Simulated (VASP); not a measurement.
# Sn in VASP: one cell, several levels of theory

One table from this session's results is given with a row withheld; the runs are named, their logs left out.

The runs shown are made with VASP 6.6.1. PAW datasets, plane waves. Computed at 0 K without zero-point motion; spin polarisation is off.

## Starting point

The cell comes from an earlier relaxation with r2SCAN in another program.

The symmetry is Fd-3m (No. 227, cubic); a = 6.569 Å in the conventional setting, 35.43 Å³ an atom. Around Sn lie 4 Sn at 2.84 Å.

As a file:

```cif
data_structure
_symmetry_space_group_name_H-M 'P 1'
_symmetry_Int_Tables_number 1
_cell_length_a 4.6449
_cell_length_b 4.6449
_cell_length_c 4.6449
_cell_angle_alpha 60.000
_cell_angle_beta 60.000
_cell_angle_gamma 60.000
_cell_volume 70.86
loop_
_atom_site_label
_atom_site_type_symbol
_atom_site_fract_x
_atom_site_fract_y
_atom_site_fract_z
_atom_site_occupancy
Sn1 Sn 0.00000 0.00000 0.00000 1
Sn2 Sn 0.25000 0.25000 0.25000 1
```

Set-up of the first run:

Input file INCAR:

```
ENCUT = 520.000000
SIGMA = 0.020000
EDIFF = 1.00e-07
GGA = PE
PREC = Accurate
IBRION = -1
ISIF = 2
ISMEAR = -1
NBANDS = 21
NELM = 120
NSW = 0
LASPH = .TRUE.
LCHARG = .FALSE.
LWAVE = .FALSE.
LREAL = .FALSE.
```

Input file KPOINTS:

```
KPOINTS created by Atomic Simulation Environment
0
Gamma
6 6 6
0 0 0
```

Input file KPOINTS_OPT:

```
special points
6
Reciprocal
0.0000000000 0.0000000000 0.0000000000 1
0.5000000000 0.0000000000 0.5000000000 1
0.5000000000 0.2500000000 0.7500000000 1
0.3750000000 0.3750000000 0.7500000000 1
0.5000000000 0.5000000000 0.5000000000 1
0.6250000000 0.2500000000 0.6250000000 1
```

Input file POSCAR:

```
Sn
 1.0000000000000000
     0.0000000000000000    3.2844597813481733    3.2844597813481733
     3.2844597813481733   -0.0000000000000000    3.2844597813481733
     3.2844597813481733    3.2844597813481733   -0.0000000000000000
 Sn
   2
Cartesian
 -0.0000000000000000 -0.0000000000000000 -0.0000000000000000
  1.6422298906740866  1.6422298906740866  1.6422298906740866
```

The run uses the recommended PBE PAW datasets (28 valence electrons a neutral cell).

Run with:

```
$ mpirun -np 1 vasp_std
```

Steps of the session up to this table: PBE; r2SCAN at this geometry; LDA; PBEsol at this geometry; Single point with PBE+SOC.

One of the session's tables, all rows but one given; the rest of the session is left out.

```
  level  gap (eV)  Ansatz: gap (eV)
    PBE     -0.16             -0.16
 r2SCAN      0.00              0.00
    LDA     -0.26             -0.28
 PBEsol         ?                 ?
PBE+SOC     -0.38             -0.38
```

Q: Estimate the row for PBEsol from the others.

As computed: gap (eV): -0.22; Ansatz: gap (eV): -0.22. In the column «gap (eV)» it lies between LDA (-0.26) and PBE (-0.16).

A negative gap is an overlap of bands.
